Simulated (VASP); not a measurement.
**Hf under changes of volume**

One of the cells (23.993 Å³/atom); the others are scaled copies at fixed shape and fractional positions:

```
Hf
1.0
    -1.81695    1.81695    1.81695
     1.81695   -1.81695    1.81695
     1.81695    1.81695   -1.81695
Hf
1
Direct
  0.00000 0.00000 0.00000
```

This isn't the form of Hf at room conditions, which is hcp.

| Quantity | Value |
| --- | --- |
| Program | VASP 6.6.1 |
| Functional | PBEsol |
| Potentials or basis | VASP PAW PBE potentials, release 64 (Hf_pv) |
| Cutoff | 520 eV |
| k mesh | 10 × 10 × 10 |
| Occupations | fermi-dirac, width 0.05 eV |
| Spin | no spin polarisation |

| volume (Å³/atom) | energy over the lowest point (meV/atom) | pressure (GPa) |
| --- | --- | --- |
| 22.112 | 0.00 | -4.0 |
| 22.582 | 14.76 | -5.9 |
| 23.052 | 35.04 | -7.7 |
| 23.993 | 90.27 | -10.8 |
| 24.464 | ? | ? |
| 24.934 | 161.72 | -13.2 |

Problem. What does the run at 24.464 Å³/atom give?

Solution. Energy over the lowest point 124.20 meV/atom; pressure -12.1 GPa.

Worked out: A Birch-Murnaghan fit of order 3 (a polynomial in V^(-2/3)) to the other rows has no minimum within the range. It gives 124.21 meV/atom at 24.464 Å³/atom, against the run's 124.20, and -dE/dV = -12.2 GPa, against -12.1.

Energies are extrapolated to zero smearing.

Caveats: the PAW data sets were made with another functional, which shifts forces and pressure a little.
